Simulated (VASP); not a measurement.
# GaCo: formation energy of a vacancy on the Ga site, part 2 of 5

Wanted: what a vacancy on the Ga site costs in GaCo and how the lattice relaxes round it. The start is a cell from a database of measured crystal structures.

VASP 6.6.1, plane waves and PAW; the level of theory is named at each step.

Still holding for the runs below: The cell holds one magnetic atom, so no antiferromagnetic order fits into it.

So far. Step 2 (The host at zero pressure): The run ended after 3 ionic steps, 0.041 eV below its first step, once forces and stress met EDIFFG = -0.02. The relaxed cell has a = 2.827 Å (conventional setting).

## (3) Relax the host again, on a new basis

Level of this step: SCAN, spin-polarised from a ferromagnetic start (one magnetic atom a cell); plane waves and PAW (Ga, Co) (VASP).

The volume changed by more than 5 %, so the plane waves of the start no longer fit; a second relaxation removes that error.

INCAR reads:

```
SYSTEM = GaCo
PREC = Accurate
ENCUT = 350
EDIFF = 1E-06
NELM = 120
ISMEAR = 1
SIGMA = 0.15
LREAL = .FALSE.
ALGO = Normal
METAGGA = SCAN
LASPH = .TRUE.
NBANDS = 15
ISPIN = 2
MAGMOM = 0 2
LMAXMIX = 4
LORBIT = 11
LWAVE = .FALSE.
LCHARG = .FALSE.
KPAR = 4
IBRION = 2
NSW = 30
ISIF = 3
EDIFFG = -0.02
POTIM = 0.4
```

POSCAR reads:

```
GaCo
1.0
    2.8271214629      0.0000000000      0.0000000000
    0.0000000000      2.8271214629      0.0000000000
    0.0000000000      0.0000000000      2.8271214629
Ga Co
1 1
Direct
    0.5000000000      0.5000000000      0.5000000000
    0.0000000000      0.0000000000      0.0000000000
```

KPOINTS reads:

```
Automatic mesh
0
Gamma
12 12 12
0 0 0
```

PAW data sets: Ga and Co (PBE family, release 64).

Command:

```bash
mpirun -np 4 vasp_std
```

Output:

```text
[banner, memory and clock lines left out]
running    4 mpi-ranks, on    1 nodes
 distrk:  each k-point on    1 cores,    4 groups
 distr:  one band on    1 cores,    1 groups

 POSCAR found type information on POSCAR GaCo
 POSCAR found :  2 types and       2 ions
 [... a notice as in an earlier step ...]

 LDA part: xc-table for (None), standard interpolation
 POSCAR, INCAR and KPOINTS ok, starting setup
 FFT: planning ... GRIDC
 FFT: planning ... GRID_SOFT
 FFT: planning ... GRID
 WAVECAR not read
 entering main loop
       N       E                     dE             d eps       ncg     rms          rms(c)
DAV:   1     0.107300479946E+02    0.10730E+02   -0.40964E+03  5197   0.652E+02
DAV:   2    -0.344365350135E+02   -0.45167E+02   -0.41136E+02  5824   0.145E+02
DAV:   3    -0.358233686561E+02   -0.13868E+01   -0.13746E+01  6216   0.291E+01
DAV:   4    -0.358391958652E+02   -0.15827E-01   -0.15824E-01  6823   0.274E+00
DAV:   5    -0.358395995646E+02   -0.40370E-03   -0.40369E-03  6381   0.386E-01    0.125E+01
DAV:   6    -0.364063226142E+02   -0.56672E+00   -0.30803E+01  6006   0.751E+01    0.142E+01
DAV:   7    -0.341093500086E+02    0.22970E+01   -0.14045E+01  6013   0.402E+01    0.348E+00
DAV:   8    -0.340692741714E+02    0.40076E-01   -0.40998E-01  5370   0.545E+00    0.176E+00
DAV:   9    -0.340681481365E+02    0.11260E-02   -0.45994E-02  6148   0.177E+00    0.837E-01
DAV:  10    -0.340712347684E+02   -0.30866E-02   -0.12092E-02  5785   0.103E+00    0.274E-01
DAV:  11    -0.340735761244E+02   -0.23414E-02   -0.31385E-03  5558   0.467E-01    0.116E-01
DAV:  12    -0.340734303644E+02    0.14576E-03   -0.27131E-04  5992   0.159E-01    0.614E-02
DAV:  13    -0.340733690222E+02    0.61342E-04   -0.80237E-05  5705   0.756E-02    0.144E-02
DAV:  14    -0.340733616197E+02    0.74024E-05   -0.93536E-06  5677   0.264E-02    0.758E-03
DAV:  15    -0.340734180536E+02   -0.56434E-04   -0.39158E-06  4666   0.166E-02    0.370E-03
DAV:  16    -0.340734481020E+02   -0.30048E-04   -0.19656E-06  2961   0.122E-02    0.287E-03
DAV:  17    -0.340734739341E+02   -0.25832E-04   -0.71390E-07  2905   0.658E-03    0.177E-03
DAV:  18    -0.340734840588E+02   -0.10125E-04   -0.31248E-07  2779   0.412E-03    0.545E-04
DAV:  19    -0.340734897396E+02   -0.56808E-05   -0.51906E-08  2716   0.165E-03    0.222E-04
DAV:  20    -0.340734915699E+02   -0.18303E-05   -0.12679E-08  2716   0.835E-04    0.125E-04
DAV:  21    -0.340734932933E+02   -0.17235E-05   -0.49707E-09  2702   0.507E-04    0.392E-05
DAV:  22    -0.340734935945E+02   -0.30113E-06   -0.91371E-10  2667   0.252E-04
   1 F= -.34073494E+02 E0= -.34072966E+02  d E =-.340735E+02  mag=     0.3679
 curvature:   0.00 expect dE= 0.000E+00 dE for cont linesearch  0.000E+00
 trial: gam= 0.00000 g(F)=  0.000E+00 g(S)=  0.476E-03 ort = 0.000E+00 (trialstep = 0.100E+01)
 search vector abs. value=  0.476E-03
 bond charge predicted
       N       E                     dE             d eps       ncg     rms          rms(c)
DAV:   1    -0.340781627034E+02   -0.46694E-02   -0.54472E-02  5719   0.315E+00    0.576E-01
DAV:   2    -0.340794308312E+02   -0.12681E-02   -0.11385E-01  6251   0.377E+00    0.611E-01
DAV:   3    -0.340732721169E+02    0.61587E-02   -0.39491E-02  6027   0.222E+00    0.930E-02
DAV:   4    -0.340729796417E+02    0.29248E-03   -0.73723E-04  5215   0.206E-01    0.440E-02
DAV:   5    -0.340729720314E+02    0.76103E-05   -0.14705E-04  6129   0.983E-02    0.128E-02
DAV:   6    -0.340729282208E+02    0.43811E-04   -0.94976E-06  5299   0.274E-02    0.845E-03
DAV:   7    -0.340729650251E+02   -0.36804E-04   -0.33678E-06  5144   0.163E-02    0.379E-03
DAV:   8    -0.340729314481E+02    0.33577E-04   -0.57392E-07  3731   0.637E-03    0.772E-04
DAV:   9    -0.340729334650E+02   -0.20169E-05   -0.50409E-08  2681   0.192E-03    0.468E-04
DAV:  10    -0.340729317255E+02    0.17395E-05   -0.20383E-08  2674   0.131E-03    0.318E-04
DAV:  11    -0.340729298161E+02    0.19094E-05   -0.51862E-09  2618   0.603E-04    0.141E-04
DAV:  12    -0.340729294799E+02    0.33621E-06   -0.16254E-09  2625   0.293E-04
   2 F= -.34072929E+02 E0= -.34072493E+02  d E =0.564115E-03  mag=     0.3769
 trial-energy change:    0.000564  1 .order   -0.000105   -0.000476    0.000267
 step:   0.6411(harm=  0.6411)  dis= 0.00000  next Energy=   -34.073646 (dE=-0.153E-03)
 bond charge predicted
       N       E                     dE             d eps       ncg     rms          rms(c)
DAV:   1    -0.340735638186E+02   -0.63400E-03   -0.69772E-03  5712   0.113E+00    0.207E-01
DAV:   2    -0.340743053423E+02   -0.74152E-03   -0.14443E-02  6237   0.135E+00    0.218E-01
DAV:   3    -0.340731703275E+02    0.11350E-02   -0.50610E-03  6006   0.794E-01    0.325E-02
DAV:   4    -0.340732217980E+02   -0.51470E-04   -0.10455E-04  5194   0.774E-02    0.165E-02
DAV:   5    -0.340732013610E+02    0.20437E-04   -0.19306E-05  5710   0.367E-02    0.432E-03
DAV:   6    -0.340732158246E+02   -0.14464E-04   -0.11503E-06  4623   0.977E-03    0.273E-03
DAV:   7    -0.340732007194E+02    0.15105E-04   -0.44710E-07  3850   0.626E-03    0.128E-03
DAV:   8    -0.340732117112E+02   -0.10992E-04   -0.71958E-08  2646   0.226E-03    0.306E-04
DAV:   9    -0.340732114476E+02    0.26358E-06   -0.86550E-09  2611   0.842E-04
   3 F= -.34073211E+02 E0= -.34072743E+02  d E =0.282147E-03  mag=     0.3738
 curvature:  -0.32 expect dE=-0.359E-08 dE for cont linesearch -0.359E-08
 trial: gam= 0.00000 g(F)=  0.719E-67 g(S)=  0.112E-07 ort =-0.231E-05 (trialstep = 0.928E+00)
 search vector abs. value=  0.113E-07
 reached required accuracy - stopping structural energy minimisation
```

Run time: 54 s. Hardware: 4 MPI ranks of AMD EPYC 9R45, shared host; peak memory 0.47 GiB; 3.5 min of CPU time.

From OUTCAR (step 3):

```text
  LATTYP: Found a simple cubic cell.
 ALAT       =     2.8271214629

The static configuration has the point symmetry O_h .

 Found     84 irreducible k-points:

   k-points           NKPTS =     84   k-points in BZ     NKDIM =     84   number of bands    NBANDS=     15

   ENCUT  =  350.0 eV  25.72 Ry    5.07 a.u.   4.31  4.31  4.31*2*pi/ulx,y,z

   NELECT =      12.0000    total number of electrons

 E-fermi :   7.6637

 spin component 1
 k-point     1 :       0.0000    0.0000    0.0000
  band No.  band energies     occupation
    ...
      2       4.5753      1.00000
      3       4.5756      1.00000
      4       6.8458      1.00000
      5       6.8459      1.00000
      6       6.8459      1.00000
      7      13.6500      0.00000
      8      13.6501      0.00000
      9      13.6501      0.00000
     10      19.3301      0.00000
     11      19.3302      0.00000
    ...

 k-point     2 :       0.0833    0.0000    0.0000
  band No.  band energies     occupation
    ...
      2       4.5563      1.00000
      3       4.5928      1.00000
      4       6.7526      1.00000
      5       6.7527      1.00000
      6       6.8463      1.00000
      7      12.5417      0.00000
      8      13.9026      0.00000
      9      13.9026      0.00000
     10      19.3592      0.00000
     11      20.1275      0.00000
    ...

 k-point     3 :       0.1667    0.0000    0.0000
  band No.  band energies     occupation
    ...
      2       4.4286      1.00000
      3       4.6410      1.00000
      4       6.5188      1.00000
      5       6.5189      1.00000
      6       6.8478      1.00000
      7      10.5488     -0.00000
      8      14.6145      0.00000
      9      14.6145      0.00000
     10      19.4471      0.00000
     11      20.9534      0.00000
    ...

 k-point     4 :       0.2500    0.0000    0.0000
  band No.  band energies     occupation
    ...
      2       3.9551      1.00000
      3       4.7080      1.00000
      4       6.2361      1.00000
      5       6.2362      1.00000
      6       6.8495      1.00000
      7       8.8445     -0.00000
      8      15.6904      0.00000
      9      15.6904      0.00000
     10      19.5904      0.00000
     11      21.4582      0.00000
    ...

  Total       -0.0004396     -0.0004396     -0.0004396      0.0000000     -0.0000000      0.0000000
  in kB       -0.0310672     -0.0310672     -0.0310672      0.0000000     -0.0000000      0.0000000
  external PRESSURE =      -0.0310672 kB  Pullay stress =       0.0000000 kB

  energy-cutoff  :      350.00
  volume of cell :       22.67
      direct lattice vectors                 reciprocal lattice vectors
     2.830294351  0.000000000 -0.000000000     0.353320141  0.000000000  0.000000000
    -0.000000000  2.830294351 -0.000000000     0.000000000  0.353320141  0.000000000
     0.000000000  0.000000000  2.830294351     0.000000000  0.000000000  0.353320141

 POSITION                                       TOTAL-FORCE (eV/Angst)
 -----------------------------------------------------------------------------------
      1.41515      1.41515      1.41515         0.000000      0.000000      0.000000
      0.00000      0.00000      0.00000        -0.000000      0.000000      0.000000
 -----------------------------------------------------------------------------------
    total drift:                                0.000000      0.000000     -0.000000

  FREE ENERGIE OF THE ION-ELECTRON SYSTEM (eV)
  ---------------------------------------------------
  free  energy   TOTEN  =       -34.0732114476 eV

  energy  without entropy=      -34.0718048040  energy(sigma->0) =      -34.07274257

 total charge
# of ion       s       p       d       tot
------------------------------------------
    1        1.073   1.479   0.273   2.825
    2        0.419   0.512   7.504   8.435
--------------------------------------------------
tot          1.493   1.991   7.777  11.260

 magnetization (x)
# of ion       s       p       d       tot
------------------------------------------
    1       -0.007  -0.033  -0.020  -0.060
    2       -0.004  -0.017   0.469   0.449
--------------------------------------------------
tot         -0.011  -0.050   0.449   0.389

[... 3 parts as in an earlier step ...]

[... 11 further parts left out ...]
```

CONTCAR:

```
GaCo
   1.00000000000000
     2.8302943514826016    0.0000000000000000   -0.0000000000000000
    -0.0000000000000000    2.8302943514826016   -0.0000000000000000
     0.0000000000000000    0.0000000000000000    2.8302943514826016
  Ga              Co
     1     1
Direct
     0.5000000000000000    0.5000000000000000    0.5000000000000000
     0.0000000000000000    0.0000000000000000    0.0000000000000000
```

Step by step:

```
step  energy less that of the first step (eV)  largest force (eV/Å)  pressure (GPa)  volume (Å³)
   1                                   0.0000                0.0000            0.64        22.60
   2                                   0.0006                0.0000           -0.36        22.71
   3                                   0.0003                0.0000            0.00        22.67
```

| conventional cell, symmetrised | before | after | change |
| --- | --- | --- | --- |
| a (Å) | 2.827 | 2.830 | +0.1 % |
| b (Å) | 2.827 | 2.830 | +0.1 % |
| c (Å) | 2.827 | 2.830 | +0.1 % |
| volume (Å³/atom) | 11.30 | 11.34 | +0.3 % |

Final coordinates:

```
Ga Co
1.0
     2.83029    0.00000    0.00000
     0.00000    2.83029    0.00000
     0.00000    0.00000    2.83029
Ga Co
1 1
Direct
  0.50000 0.50000 0.50000
  0.00000 0.00000 0.00000
```

This step gave:

| Item | Value |
| --- | --- |
| electronic cycles | 43 |
| free energy (TOTEN) | -34.07 eV |
| energy at zero smearing | -34.07 eV |
| Fermi energy | 7.664 eV |
| moment of the cell, from the last line of the log | 0.3738 μB |

Spin moment in the PAW sphere by atom:

```
atom  spin moment in the PAW sphere (μB)
 Ga1                              -0.060
 Co2                               0.449
```

The run ended after 3 ionic steps, 0.000 eV above its first step, once forces and stress met EDIFFG = -0.02.

(Continued in part 3 of 5.)

[Lines on the potential files, build, host, timing and source positions are cut from VASP's logs without a mark.]

[Logs are printed without paths, hosts, clocks, repeated set-up lines and the standing remarks that a program may print on its own settings, such as how far it seeks lower states.]

[Hosts, paths, dates, database ids (printed as entryN), source tags and the programs' standing remarks are cut or masked in the printed files.]

[In band tables of VASP the shares of atoms and orbitals are scaled to a sum of 1 inside the atoms' spheres.]

[Runs that stopped without an error message from VASP are left out.]
